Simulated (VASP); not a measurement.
# NaH (Pm-3m) in VASP: equation of state

Aim: energy against volume of NaH in PBE, for its equilibrium volume and stiffness.

Program: VASP 6.6.1. These are calculated values, not measurements. Logs are shortened: lines on timing, memory, paths and dates and some standing lists are left out, and cuts for length are marked.

## Step 1: Starting point

The structure is cubic, space group Pm-3m (No. 221). Conventional cell: a = 2.955 Å, b = 2.955 Å, c = 2.955 Å, α = 90.00°, β = 90.00°, γ = 90.00°. Na (site symmetry m-3m) is surrounded by 8 H at 2.56 Å. Around H (site symmetry m-3m) lie 8 Na at 2.56 Å.

The cell comes from a database or a generator and needn't be the stable form of this composition.

## Step 2: Equation of state, PBE, 12.13 Å³/atom (volume scaled by 0.94)

INCAR

```
ALGO = Normal ; EDIFF = 1E-7
ENCUT = 520 ; GGA = PE
ISIF = 2 ; ISMEAR = -1
LASPH = T ; LCHARG = F
LREAL = F ; LWAVE = F
NBANDS = 11 ; NELM = 60
PREC = Accurate ; SIGMA = 0.05
```

KPOINTS

```
k-points
0
Gamma
  9 9 9
```

POSCAR

```
NaH
1.0
    2.8947984199      0.0000000000      0.0000000000
    0.0000000000      2.8947984199      0.0000000000
    0.0000000000      0.0000000000      2.8947984199
Na H
1 1
Direct
    0.0000000000      0.0000000000      0.0000000000
    0.5000000000      0.5000000000      0.5000000000
```

Potentials or basis: VASP PAW PBE potentials, release 64 (Na_pv, H).

Command:

```
$ cat potpaw_PBE.64/Na_pv/POTCAR potpaw_PBE.64/H/POTCAR > POTCAR
$ mpirun -np 1 vasp_std > vasp.out
```

OUTCAR:

```text
EDIFF = 1E-7
   ENCUT = 520
   GGA = PE
   ISIF = 2
   ISMEAR = -1
   LASPH = T
   LREAL = F
   NELM = 60
   PREC = Accurate

 Found     35 irreducible k-points:

 Following reciprocal coordinates:
            Coordinates               Weight
  0.000000  0.000000  0.000000      1.000000
  0.111111  0.000000  0.000000      6.000000
  0.222222  0.000000  0.000000      6.000000
  0.333333  0.000000  0.000000      6.000000
  0.444444  0.000000  0.000000      6.000000
  0.111111  0.111111  0.000000     12.000000
   k-points           NKPTS =     35   k-points in BZ     NKDIM =     35   number of bands    NBANDS=     11
   number of dos      NEDOS =    301   number of ions     NIONS =      2
   total plane-waves  NPLWV =  13824
   dimension x,y,z NGX =    24 NGY =   24 NGZ =   24
   dimension x,y,z NGXF=    48 NGYF=   48 NGZF=   48
   ions per type =               1   1
   NGX,Y,Z   is equivalent  to a cutoff of  13.78, 13.78, 13.78 a.u.
   NGXF,Y,Z  is equivalent  to a cutoff of  27.57, 27.57, 27.57 a.u.
 SYSTEM =  unknown system
   PREC   = accura    normal or accurate (medium, high low for compatibility)
   ISTART =      0    job   : 0-new  1-cont  2-samecut
   ICHARG =      2    charge: 1-file 2-atom 10-const
   ISPIN  =      1    spin polarized calculation?
   LNONCOLLINEAR =      F non collinear calculations
   LSORBIT =      F    spin-orbit coupling
   LASPH  =      T    aspherical Exc in radial PAW
   ENCUT  =  520.0 eV  38.22 Ry    6.18 a.u.   5.38  5.38  5.38*2*pi/ulx,y,z
   NELM   =     60;   NELMIN=  2; NELMDL= -5     # of ELM steps
   EDIFF  = 0.1E-06   stopping-criterion for ELM
   LREAL  =      F    real-space projection
   EDIFFG = 0.1E-05   stopping-criterion for IOM
   NSW    =      0    number of steps for IOM
   IBRION =     -1    ionic relax: 0-MD 1-quasi-New 2-CG
   NFREE  =      0    steps in history (QN), initial steepest desc. (CG)
   ISIF   =      2    stress and relaxation
   ISYM   =      2    0-nonsym 1-usesym 2-fastsym
   POTIM  = 0.5000    time-step for ionic-motion
   TEBEG  =    0.0;   TEEND  =   0.0 temperature during run
   PSTRESS=    0.0 pullay stress
   NELECT =       8.0000    total number of electrons
   NUPDOWN=      -1.0000    fix difference up-down
   EMIN   =  10.00;   EMAX   =-10.00  energy-range for DOS
   EFERMI =   0.00;   METHOD = LEGACY
   ISMEAR =    -1;   SIGMA  =   0.05  broadening in eV -4-tet -1-fermi 0-gaus
   EFERMI_NEDOS =   21; number of points for ismear=-14 and -15
   IALGO  =     38    algorithm
   IMIX   =      4    mixing-type and parameters
     AMIX     =   0.40;   BMIX     =  1.00
     AMIX_MAG =   1.60;   BMIX_MAG =  1.00
  volume/ion in A,a.u.               =      12.13        81.85
  Fermi-wavevector in a.u.,A,eV,Ry     =   1.131062  2.137398 17.405957  1.279302
  Thomas-Fermi vector in A             =   2.267760
   LORBIT       =      0    0 simple, 1 ext, 2 COOP (PROOUT), +10 PAW based schemes
   GGA     = PE    functional components
[... 5 lines left out ...]
 non-spin polarized calculation
  energy-cutoff  :      520.00
  volume of cell :       24.26
 maximum number of plane-waves:       667
 NGX is ok and might be reduce to    24
   NGX = 11   NGY = 11   NGZ = 11

 number of electron       8.0000006 magnetization

 Free energy of the ion-electron system (eV)
  ---------------------------------------------------
  ext. energy  EPLUGINS =         0.00000000
  ---------------------------------------------------
  free energy    TOTEN  =        -4.76218860 eV

  energy without entropy =       -4.76218859  energy(sigma->0) =       -4.76218860

 E-fermi :   2.1543     XC(G=0):  -8.3781

 val. band max:        1.3827425197   @ k =   0.4444   0.4444   0.4444
 cond. band min:       2.9132934903   @ k =   0.4444   0.0000   0.0000
 fundamental gap:      1.5305509706
 Fermi energy:         2.1543091647

 k-point     1 :       0.0000    0.0000    0.0000
  band No.  band energies     occupation
      1     -22.9411      2.00000
      2     -22.9411      2.00000
      3     -22.9411      2.00000
      4      -4.5831      2.00000
      5      10.8116      0.00000
      6      12.8466      0.00000
      7      12.8466      0.00000
      8      14.5734      0.00000
      9      14.5734      0.00000
     10      14.5734      0.00000
     11      28.1744      0.00000

 k-point     2 :       0.1111    0.0000    0.0000
  band No.  band energies     occupation
      1     -22.9665      2.00000
      2     -22.9390      2.00000
      3     -22.9390      2.00000
      4      -4.3804      2.00000
      5       9.5207      0.00000
      6      11.9054      0.00000
      7      13.0592      0.00000
      8      14.7208      0.00000
      9      14.7208      0.00000
     10      17.2893      0.00000
     11      26.3841      0.00000

 k-point     3 :       0.2222    0.0000    0.0000
  band No.  band energies     occupation
      1     -23.0302      2.00000
      2     -22.9334      2.00000
      3     -22.9334      2.00000
      4      -3.7957      2.00000
      5       6.8677      0.00000
      6      12.1404      0.00000
      7      13.6912      0.00000
      8      15.1514      0.00000
      9      15.1514      0.00000
     10      21.0890      0.00000
     11      23.9181      0.00000

 k-point     4 :       0.3333    0.0000    0.0000
  band No.  band energies     occupation
      1     -23.1018      2.00000
      2     -22.9271      2.00000
      3     -22.9271      2.00000
      4      -2.9260      2.00000
      5       4.5023      0.00000
      6      12.6279      0.00000
      7      14.7113      0.00000
      8      15.8079      0.00000
      9      15.8079      0.00000
     10      21.1725      0.00000
     11      21.8198      0.00000

 k-point     5 :       0.4444    0.0000    0.0000
  band No.  band energies     occupation
      1     -23.1480      2.00000
      2     -22.9230      2.00000
      3     -22.9230      2.00000
      4      -2.0947      2.00000
      5       2.9133      0.00000
      6      12.9974      0.00000
      7      15.9230      0.00000
      8      16.4552      0.00000
      9      16.4552      0.00000
     10      19.0806      0.00000
     11      20.4436      0.00000

 k-point     6 :       0.1111    0.1111    0.0000
  band No.  band energies     occupation
      1     -22.9665      2.00000
      2     -22.9616      2.00000
      3     -22.9368      2.00000
      4      -4.1808      2.00000
      5       9.2745      0.00000
      6      10.5197      0.00000
      7      12.6890      0.00000
      8      14.8719      0.00000
      9      17.1100      0.00000
     10      17.7095      0.00000
     11      23.9195      0.00000

 [... further k-points ...]

------------------------ aborting loop because EDIFF is reached ----------------------------------------

  FORCE on cell =-STRESS in cart. coord.  units (eV):
  Direction    XX          YY          ZZ          XY          YZ          ZX
  --------------------------------------------------------------------------------------
  -------------------------------------------------------------------------------------
  Total        0.2872003      0.2872003      0.2872003     -0.0000000     -0.0000000      0.0000000
  in kB       18.9688292     18.9688292     18.9688292     -0.0000000     -0.0000000      0.0000000
  external PRESSURE =      18.9688292 kB  Pullay stress =       0.0000000 kB

 VOLUME and BASIS-vectors are now :
 -----------------------------------------------------------------------------
  energy-cutoff  :      520.00
  volume of cell :       24.26
      direct lattice vectors                 reciprocal lattice vectors
     2.894798420  0.000000000  0.000000000     0.345447197  0.000000000  0.000000000
     0.000000000  2.894798420  0.000000000     0.000000000  0.345447197  0.000000000
     0.000000000  0.000000000  2.894798420     0.000000000  0.000000000  0.345447197

 POSITION                                       TOTAL-FORCE (eV/Angst)
 -----------------------------------------------------------------------------------
      0.00000      0.00000      0.00000         0.000000      0.000000      0.000000
      1.44740      1.44740      1.44740         0.000000      0.000000      0.000000
 -----------------------------------------------------------------------------------
    total drift:                                0.000000      0.000000      0.000000

  FREE ENERGIE OF THE ION-ELECTRON SYSTEM (eV)
  ---------------------------------------------------
  free  energy   TOTEN  =        -4.7621885988 eV

  energy  without entropy=       -4.7621885916  energy(sigma->0) =       -4.76218860
```

It took 4.7 s on 1 thread of AMD EPYC 9R45 (Zen 5), shared host; peak memory 0.1 GiB.

Results:

```
Free energy            : -4.7622 eV
Pressure               : 1.9 GPa
Band gap on the k mesh : 1.53 eV, indirect (least direct gap 5.01 eV)
```

Caveat: an odd mesh through Γ misses points on the zone boundary, where band edges often lie.

## Step 3: Equation of state, PBE, 12.39 Å³/atom (volume scaled by 0.96)

INCAR

```
SYSTEM = NaH
ALGO = Normal ; EDIFF = 1E-7
ENCUT = 520 ; GGA = PE
ISIF = 2 ; ISMEAR = -1
LASPH = .True. ; LCHARG = .False.
LREAL = .False. ; LWAVE = .False.
NBANDS = 11 ; NELM = 100
PREC = Accurate ; SIGMA = 0.05
```

KPOINTS

```
k-points
0
Gamma
  9 9 9
  0 0 0
```

POSCAR

```
NaH
1.0
    2.9151849960      0.0000000000      0.0000000000
    0.0000000000      2.9151849960      0.0000000000
    0.0000000000      0.0000000000      2.9151849960
Na H
1 1
Direct
    0.0000000000      0.0000000000      0.0000000000
    0.5000000000      0.5000000000      0.5000000000
```

Potentials or basis: VASP PAW PBE potentials, release 64 (Na_pv, H).

Command:

```
$ cat potpaw_PBE.64/Na_pv/POTCAR potpaw_PBE.64/H/POTCAR > POTCAR
$ mpirun -np 1 vasp_std > vasp.out
```

It took 4.8 s on 1 thread of AMD EPYC 9R45 (Zen 5), shared host; peak memory 0.1 GiB.

Results (log left out):

- Free energy: -4.7675 eV
- Pressure: 1.3 GPa
- Band gap on the k mesh: 1.52 eV, indirect (least direct gap 4.94 eV)

Caveat: an odd mesh through Γ misses points on the zone boundary, where band edges often lie.

## Step 4: Equation of state, PBE, 12.65 Å³/atom (volume scaled by 0.98)

INCAR

```
  PREC = Accurate
  ENCUT = 520
  EDIFF = 1E-7
  ISMEAR = -1
  SIGMA = 0.05
  LREAL = F
  LASPH = T
  NELM = 80
  ALGO = Normal
  ISIF = 2
  LWAVE = F
  LCHARG = F
  GGA = PE
  NBANDS = 11
```

KPOINTS

```
regular mesh
0
Gamma
  9 9 9
```

POSCAR

```
NaH
1.0
    2.9352903554      0.0000000000      0.0000000000
    0.0000000000      2.9352903554      0.0000000000
    0.0000000000      0.0000000000      2.9352903554
Na H
1 1
Direct
    0.0000000000      0.0000000000      0.0000000000
    0.5000000000      0.5000000000      0.5000000000
```

Command:

```
$ cat potpaw_PBE.64/Na_pv/POTCAR potpaw_PBE.64/H/POTCAR > POTCAR
$ mpirun -np 1 vasp_std > vasp.out
```

Wall time 4.6 s (1 thread of AMD EPYC 9R45 (Zen 5), shared host); peak memory 0.1 GiB.

It converged, with:

| Quantity | Value |
| --- | --- |
| Free energy | -4.7709 eV |
| Pressure | 0.7 GPa |
| Band gap on the k mesh | 1.51 eV, indirect (least direct gap 4.87 eV) |

Caveat: an odd mesh through Γ misses points on the zone boundary, where band edges often lie.

## Step 5: Equation of state, PBE, 13.16 Å³/atom (volume scaled by 1.02)

INCAR

```
SYSTEM = NaH
PREC = Accurate
ENCUT = 520
EDIFF = 1E-7
ISMEAR = -1
SIGMA = 0.05
LREAL = .FALSE.
LASPH = .TRUE.
NELM = 100
ALGO = Normal
ISIF = 2
LWAVE = .FALSE.
LCHARG = .FALSE.
GGA = PE
NBANDS = 11
```

KPOINTS

```
Automatic mesh
0
G
  9 9 9
  0 0 0
```

POSCAR

```
NaH
1.0
    2.9746949280      0.0000000000      0.0000000000
    0.0000000000      2.9746949280      0.0000000000
    0.0000000000      0.0000000000      2.9746949280
Na H
1 1
Direct
    0.0000000000      0.0000000000      0.0000000000
    0.5000000000      0.5000000000      0.5000000000
```

Potentials or basis: VASP PAW PBE potentials, release 64 (Na_pv, H).

Command:

```
$ cat potpaw_PBE.64/Na_pv/POTCAR potpaw_PBE.64/H/POTCAR > POTCAR
$ mpirun -np 1 vasp_std > vasp.out
```

OUTCAR:

```text
SYSTEM = NaH
   PREC = Accurate
   ENCUT = 520
   EDIFF = 1E-7
   ISMEAR = -1
   LREAL = .FALSE.
   LASPH = .TRUE.
   NELM = 100
   ISIF = 2
   GGA = PE

 Found     35 irreducible k-points:

 Following reciprocal coordinates:
            Coordinates               Weight
  0.000000  0.000000  0.000000      1.000000
  0.111111  0.000000  0.000000      6.000000
  0.222222  0.000000  0.000000      6.000000
  0.333333  0.000000  0.000000      6.000000
  0.444444  0.000000  0.000000      6.000000
[... 162 lines left out ...]

  FORCE on cell =-STRESS in cart. coord.  units (eV):
  Direction    XX          YY          ZZ          XY          YZ          ZX
  --------------------------------------------------------------------------------------
  -------------------------------------------------------------------------------------
  Total       -0.0487314     -0.0487314     -0.0487314     -0.0000000      0.0000000     -0.0000000
  in kB       -2.9661457     -2.9661457     -2.9661457     -0.0000000      0.0000000     -0.0000000
  external PRESSURE =      -2.9661457 kB  Pullay stress =       0.0000000 kB

 VOLUME and BASIS-vectors are now :
 -----------------------------------------------------------------------------
  energy-cutoff  :      520.00
  volume of cell :       26.32
      direct lattice vectors                 reciprocal lattice vectors
     2.974694928  0.000000000  0.000000000     0.336168926  0.000000000  0.000000000
     0.000000000  2.974694928  0.000000000     0.000000000  0.336168926  0.000000000
     0.000000000  0.000000000  2.974694928     0.000000000  0.000000000  0.336168926

 POSITION                                       TOTAL-FORCE (eV/Angst)
 -----------------------------------------------------------------------------------
      0.00000      0.00000      0.00000         0.000000      0.000000      0.000000
      1.48735      1.48735      1.48735         0.000000      0.000000      0.000000
 -----------------------------------------------------------------------------------
    total drift:                                0.000000      0.000000      0.000000

  FREE ENERGIE OF THE ION-ELECTRON SYSTEM (eV)
  ---------------------------------------------------
  free  energy   TOTEN  =        -4.7725775047 eV

  energy  without entropy=       -4.7725774942  energy(sigma->0) =       -4.77257750
```

Run time: 4.8 s. Hardware: 1 thread of AMD EPYC 9R45 (Zen 5), shared host; peak memory 0.1 GiB.

What came out:

```yaml
Free_energy: -4.7726 eV
Pressure: -0.3 GPa
Band_gap_on_the_k_mesh: 1.49 eV, indirect (least direct gap 4.75 eV)
```

Caveat: an odd mesh through Γ misses points on the zone boundary, where band edges often lie.

## Step 6: Equation of state, PBE, 13.42 Å³/atom (volume scaled by 1.04)

INCAR

```
PREC     = Accurate       # precision mode
ENCUT    = 520            # plane-wave cutoff, eV
EDIFF    = 1E-7           # SCF threshold, eV
ISMEAR   = -1             # smearing method
SIGMA    = 0.05           # smearing width, eV
LREAL    = False          # projectors in reciprocal space
LASPH    = True           # aspherical terms in the spheres
NELM     = 80             # most SCF steps
ALGO     = Normal         # electronic algorithm
ISIF     = 2              # what is computed and relaxed
LWAVE    = False          # write WAVECAR
LCHARG   = False          # write CHGCAR
GGA      = PE             # functional
NBANDS   = 11             # bands
```

KPOINTS

```
regular mesh
0
Gamma
  9 9 9
```

POSCAR

```
NaH
1.0
    2.9940116701      0.0000000000      0.0000000000
    0.0000000000      2.9940116701      0.0000000000
    0.0000000000      0.0000000000      2.9940116701
Na H
1 1
Direct
    0.0000000000      0.0000000000      0.0000000000
    0.5000000000      0.5000000000      0.5000000000
```

Potentials or basis: VASP PAW PBE potentials, release 64 (Na_pv, H).

Command:

```
$ cat potpaw_PBE.64/Na_pv/POTCAR potpaw_PBE.64/H/POTCAR > POTCAR
$ mpirun -np 1 vasp_std > vasp.out
```

Wall time 4.7 s (1 thread of AMD EPYC 9R45 (Zen 5), shared host); peak memory 0.1 GiB.

It converged, with:

* Free energy: -4.7712 eV
* Pressure: -0.7 GPa
* Band gap on the k mesh: 1.48 eV, indirect (least direct gap 4.69 eV)

Caveat: an odd mesh through Γ misses points on the zone boundary, where band edges often lie.

## Step 7: Equation of state, PBE, 13.68 Å³/atom (volume scaled by 1.06)

INCAR

```
SYSTEM = NaH
ALGO = Normal
EDIFF = 1E-7
ENCUT = 520
GGA = PE
ISIF = 2
ISMEAR = -1
LASPH = .True.
LCHARG = .False.
LREAL = .False.
LWAVE = .False.
NBANDS = 11
NELM = 80
PREC = Accurate
SIGMA = 0.05
```

KPOINTS

```
k-points
0
Gamma
  9 9 9
  0 0 0
```

POSCAR

```
NaH
1.0
    3.0130823222      0.0000000000      0.0000000000
    0.0000000000      3.0130823222      0.0000000000
    0.0000000000      0.0000000000      3.0130823222
Na H
1 1
Direct
    0.0000000000      0.0000000000      0.0000000000
    0.5000000000      0.5000000000      0.5000000000
```

Command:

```
$ cat potpaw_PBE.64/Na_pv/POTCAR potpaw_PBE.64/H/POTCAR > POTCAR
$ mpirun -np 1 vasp_std > vasp.out
```

Run time: 4.8 s. Hardware: 1 thread of AMD EPYC 9R45 (Zen 5), shared host; peak memory 0.1 GiB.

The run converged. Its results:

```yaml
Free_energy: -4.7684 eV
Pressure: -1.1 GPa
Band_gap_on_the_k_mesh: 1.47 eV, indirect (least direct gap 4.63 eV)
```

Caveat: an odd mesh through Γ misses points on the zone boundary, where band edges often lie.

## Step 8: Equation of state, PBE

Potentials or basis: VASP PAW PBE potentials, release 64 (Na_pv, H).

No new run: the results of the series are fitted here.

What came out:

* Equilibrium volume: 13.04 Å³/atom
* Bulk modulus: 24 GPa
* Pressure derivative of the bulk modulus: 3.8

Energy against volume, from the lowest point:
```
volume (Å³/atom)  energy (meV/atom)
          12.129               5.19
          12.387               2.53
          12.645               0.84
          12.903               0.01
          13.161               0.00
          13.419               0.70
          13.677               2.08
```
